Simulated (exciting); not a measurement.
Set up this calculation in exciting (release sodium), as the native input.

```
Task                                     : single point
Functional                               : PBEsol
Potentials or basis                      : all-electron LAPW+lo, shipped species files, valence relativity iora*
rgkmax                                   : 7.5
k mesh                                   : 9 × 9 × 9
Occupations                              : gaussian, width 0.1 eV
Spin                                     : no spin polarisation
outputlevel                              : low
gmaxvr (cutoff of density and potential) : 14 1/bohr
lmaxapw (and lmaxmat)                    : 10
lmaxvr                                   : 8
nempty                                   : 10
Valence relativity                       : iora*
epsengy                                  : 1e-05 Ha
epspot                                   : 1e-05 Ha
maxscl                                   : 60
Muffin-tin radii                         : P 2.0 bohr
```

The system is P.

```xyz
2
Lattice="1.7257 0.9963 3.1297 -1.7257 0.9963 3.1297 0.0000 -1.9927 3.1297" Properties=species:S:1:pos:R:3 pbc="T T T"
P     0.0000    0.0000    7.2570
P     0.0000    0.0000    2.1321
```

This isn't the form of P at room conditions, which is orthorhombic.

One way to write it, as run:

input.xml

```xml
<input>
  <title>P</title>
  <structure speciespath="./" tshift="false">
    <crystal scale="1">
      <basevect>3.261147952791 1.882824648476 5.914238080584</basevect>
      <basevect>-3.261147952791 1.882824648476 5.914238080584</basevect>
      <basevect>0.000000000000 -3.765649296763 5.914238080584</basevect>
    </crystal>
    <species speciesfile="P.xml" rmt="2">
      <atom coord="0.772919750000 0.772919750000 0.772919750000"/>
      <atom coord="0.227080250000 0.227080250000 0.227080250000"/>
    </species>
  </structure>
  <groundstate do="fromscratch" ngridk="9 9 9" rgkmax="7.5" gmaxvr="14" lmaxapw="10" lmaxmat="10" lmaxvr="8" xctype="GGA_PBE_SOL" stype="Gaussian" swidth="0.00367493" nempty="10" ValenceRelativity="iora*" epsengy="1e-05" epspot="1e-05" maxscl="60" tforce="true" outputlevel="low"/>
  <properties>
    <chargedensityplot>
      <plot3d>
        <box grid="19 19 19">
          <origin coord="0 0 0"/>
          <point coord="1 0 0"/>
          <point coord="0 1 0"/>
          <point coord="0 0 1"/>
        </box>
      </plot3d>
    </chargedensityplot>
    <elfplot>
      <plot3d>
        <box grid="19 19 19">
          <origin coord="0 0 0"/>
          <point coord="1 0 0"/>
          <point coord="0 1 0"/>
          <point coord="0 0 1"/>
        </box>
      </plot3d>
    </elfplot>
    <exccplot>
      <plot3d>
        <box grid="19 19 19">
          <origin coord="0 0 0"/>
          <point coord="1 0 0"/>
          <point coord="0 1 0"/>
          <point coord="0 0 1"/>
        </box>
      </plot3d>
    </exccplot>
  </properties>
</input>
```

Potentials or basis: all-electron LAPW+lo, shipped species files, valence relativity iora*.

Run with:

```bash
$ OMP_NUM_THREADS=1 exciting_smp
```

It gave:

| Quantity | Value |
| --- | --- |
| Largest force | 0.281 eV/Å |
| Band gap on the k mesh | none (metal or under the smearing width) |
| Density of states at the Fermi level | 0.31 states/eV per cell |

Caveat: the log's total energy holds no entropy term; the free energy is that total less TS from the occupations.

It took 64 s on 1 thread of Arm Neoverse V2, with other jobs on the host, peak memory 0.13 GiB.
